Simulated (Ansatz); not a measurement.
**Al2ZnO4 (Gahnite): further runs on the relaxed cell**

One table from this session's results is given with a row withheld; the runs are named, their logs left out.

Method: DFT PBE, scalar-relativistic, plane waves, PAW, in Ansatz 0.2.0.

1 further run of the same task is left out (set aside as unsound or not needed).

**The system as given**

It takes space group Fd-3m (No. 227, cubic). The conventional cell has a = 8.172 Å, b = 8.172 Å, c = 8.172 Å, α = 90.00°, β = 90.00°, γ = 90.00°. Al (site symmetry -3m) has 6 O at 1.93 Å as nearest neighbours. Zn (site symmetry -43m) is surrounded by 4 O at 1.97 Å. Around O (site symmetry 3m) lie 3 Al at 1.93 Å and 1 Zn at 1.97 Å.

Coordinates:

```cif
data_structure
_symmetry_space_group_name_H-M 'P 1'
_symmetry_Int_Tables_number 1
_cell_length_a 5.7783
_cell_length_b 5.7783
_cell_length_c 5.7783
_cell_angle_alpha 60.000
_cell_angle_beta 60.000
_cell_angle_gamma 60.000
_cell_volume 136.42
loop_
_atom_site_label
_atom_site_type_symbol
_atom_site_fract_x
_atom_site_fract_y
_atom_site_fract_z
_atom_site_occupancy
Al1 Al 0.12500 0.12500 0.12500 1
Al2 Al 0.62500 0.12500 0.12500 1
Al3 Al 0.12500 0.12500 0.62500 1
Al4 Al 0.12500 0.62500 0.12500 1
Zn1 Zn 0.75000 0.75000 0.75000 1
Zn2 Zn 0.50000 0.50000 0.50000 1
O1 O 0.88930 0.88930 0.88930 1
O2 O 0.91789 0.36070 0.36070 1
O3 O 0.88930 0.88930 0.33211 1
O4 O 0.36070 0.91789 0.36070 1
O5 O 0.33211 0.88930 0.88930 1
O6 O 0.36070 0.36070 0.36070 1
O7 O 0.88930 0.33211 0.88930 1
O8 O 0.36070 0.36070 0.91789 1
```

It is the result of an earlier relaxation at this level (volume 9.74 Å³/atom; gap on the mesh: 3.86 eV).

Set-up of the first run:

The input, input.yaml:

```yaml
crystal:
  lattice:
    - [0.0, 4.0858840485, 4.0858840485]
    - [4.0858840485, 0.0, 4.0858840485]
    - [4.0858840485, 4.0858840485, 0.0]
  atoms:
    - { symbol: Al, position: [0.125, 0.125, 0.125] }
    - { symbol: Al, position: [0.625, 0.125, 0.125] }
    - { symbol: Al, position: [0.125, 0.125, 0.625] }
    - { symbol: Al, position: [0.125, 0.625, 0.125] }
    - { symbol: Zn, position: [0.75, 0.75, 0.75] }
    - { symbol: Zn, position: [0.5, 0.5, 0.5] }
    - { symbol: O, position: [0.8892982056, 0.8892982056, 0.8892982056] }
    - { symbol: O, position: [0.9178946168, 0.3607017944, 0.3607017944] }
    - { symbol: O, position: [0.8892982056, 0.8892982056, 0.3321053832] }
    - { symbol: O, position: [0.3607017944, 0.9178946168, 0.3607017944] }
    - { symbol: O, position: [0.3321053832, 0.8892982056, 0.8892982056] }
    - { symbol: O, position: [0.3607017944, 0.3607017944, 0.3607017944] }
    - { symbol: O, position: [0.8892982056, 0.3321053832, 0.8892982056] }
    - { symbol: O, position: [0.3607017944, 0.3607017944, 0.9178946168] }
basis:
  ecutwfc: 420
kpoints:
  mp_grid: { grid: [6, 6, 6] }
hamiltonian:
  xc: pbesol
scf:
  occupations: { method: gaussian, width: 0.02 }
output:
  forces: true
  stress: true
  eigenvalues: true
relax:
  adjacent_minimum: "off"
  f_tol: 0.005
  max_steps: 50
  cell: { stress_tol: 0.05 }
```

Started as:

```bash
ansatz run input.yaml --threads 4 --pin off --max-ram 10240MiB --backend cpu --events-out ev --progress --plain --runs-dir out
```

Among the steps run: Relaxing with PBEsol; Relaxing with PBE+D3(BJ); The cell under LDA; The cell under r2SCAN.

One of the session's tables, all rows but one given; the rest of the session is left out.

It belongs to the step «One structure, several functionals». 

```
functional  a (Å)  b (Å)  c (Å)  volume (Å³/atom)  gap on the mesh (eV)
       PBE  5.778  5.778  5.778              9.74                  3.86
    PBEsol  5.721  5.721  5.721              9.46                  3.98
PBE+D3(BJ)  5.740  5.740  5.740              9.55                  4.01
       LDA  5.661  5.661  5.661              9.16                  4.26
    r2SCAN      ?      ?      ?                 ?                     ?
```

Estimate the missing values for r2SCAN.

The run gave: a (Å): 5.712; b (Å): 5.712; c (Å): 5.712; volume (Å³/atom): 9.41; gap on the mesh (eV): 4.77. In the column «a (Å)» it lies between LDA (5.661) and PBEsol (5.721).
